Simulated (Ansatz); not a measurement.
**Choice of functional: ZnSe**

```xyz
2
Lattice="0.0000 2.8338 2.8338 2.8338 0.0000 2.8338 2.8338 2.8338 0.0000" Properties=species:S:1:pos:R:3 pbc="T T T"
Zn    0.0000    0.0000    0.0000
Se    4.2507    4.2507    4.2507
```

Atoms are numbered in the order listed.

The cell is COD entry 9008857, as deposited and not checked against the literature; nothing was relaxed.

One fixed cell is solved with several functionals by frozen-core PAW in Ansatz 0.2.0, scalar-relativistically. A positive pressure means that the functional wants a larger cell.

The PAW files were made with PBE; their cores are remade for each functional.

Sampling and basis: a Γ-centred 8×8×8 k mesh, Fermi–Dirac smearing of 0.03 eV, cutoff 420 eV, no spin polarisation.

Cutoffs: PBE 420 eV, LDA 420 eV, PBEsol 420 eV, r²SCAN 500 eV.

| setting | P (GPa) | gap over the k mesh and a high-symmetry path (eV) | lowest level at Γ above −25 eV, from the valence-band top or, without a gap, the Fermi level (eV) |
| --- | --- | --- | --- |
| PBE | 2.10 | 1.29 | -13.26 |
| LDA | -3.40 | 1.03 | -13.32 |
| PBEsol | ? | ? | -13.29 |
| r²SCAN | -0.08 | 1.86 | -13.71 |

Fill in "gap over the k mesh and a high-symmetry path (eV)" for the row "PBEsol".

1.17.

Fill in "P (GPa)" for the row "PBEsol".

-1.13.
